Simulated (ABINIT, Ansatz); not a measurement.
Given: the input of a run of ABINIT 10.8.3 (patched build) on WC. Atoms were shifted at random by some hundredths of an Å from the given cell, which wasn't relaxed again for these runs. The cell comes from a database or a generator and needn't be the stable form of this composition.

Contents of run.abi:

```
pp_dirpath "./"
pseudos "W.GGA_PBE-JTH.xml, C.GGA_PBE-JTH.xml"

acell 6.1523320434 6.1523320434 6.1523320434
rprim
     0.0000000000     0.7071067812     0.7071067812
     0.7071067812     0.0000000000     0.7071067812
     0.7071067812     0.7071067812     0.0000000000
ntypat 2
znucl 74 6
natom 2
typat 1 2
xred
    -0.0200050000    -0.0053940000     0.0089470000
     0.7474570000     0.7627780000     0.7477320000
chkprim 0
chksymtnons 0
tolsym 1.0e-6

ecut 19.0
pawecutdg 38.0
pawxcdev 0
pawovlp 30

kptopt 1
ngkpt 10 10 10
nshiftk 1
shiftk 0.0 0.0 0.0

ixc 11

nband 13
occopt 3
tsmear 0.05 eV

nstep 100
tolvrs 1.0e-9

iomode 3
prtwf 0
prteig 0
prtebands 0
enunit 2
prtden 1
prtvha 1
prtvclmb 1
prtpot 1
```

Potentials or basis: JTH PAW PBE v2.0.

Run with:

```sh
$ abinit run.abi > log 2>&1
```

Q: Set up the same calculation for Ansatz 0.2.0. Potentials or basis there: all-electron LAPW, scalar-relativistic.

A: As run (cutoffs and basis follow the program's own potentials, and thresholds, step limits or extra output files can differ):

The input input.yaml:

```yaml
crystal:
  lattice:
    - [0.0, 2.3021091, 2.3021091]
    - [2.3021091, 0.0, 2.3021091]
    - [2.3021091, 2.3021091, 0.0]
  atoms:
    - { symbol: W, position: [-0.020005, -0.005394, 0.008947] }
    - { symbol: C, position: [0.747457, 0.762778, 0.747732] }
kpoints:
  mp_grid: { grid: [10, 10, 10] }
scf:
  occupations: { method: fermi_dirac, width: 0.05 }
hamiltonian:
  xc: pbe
  pseudopotentials: { kind: all_electron, lapw: { basis_error: 0.001 } }
output:
  forces: true
  stress: true
  eigenvalues: true
  populations: true
```

Potentials or basis: all-electron LAPW, scalar-relativistic.

The run is started by

```sh
$ ansatz run input.yaml --threads 1 --pin off --max-ram 3072MiB --backend cpu --events-out ev --progress --plain --runs-dir out
```

Both were run:

|  | ABINIT | Ansatz |
| --- | --- | --- |
| Pressure | 20.1 GPa | 19.1 GPa |
| Largest force | 1.739 eV/Å | 1.696 eV/Å |

Where Ansatz's input types no cutoff or centring, it takes its own default and a Γ-centred mesh.

The cell lies far from this level's equilibrium.

Pressure is positive in compression.
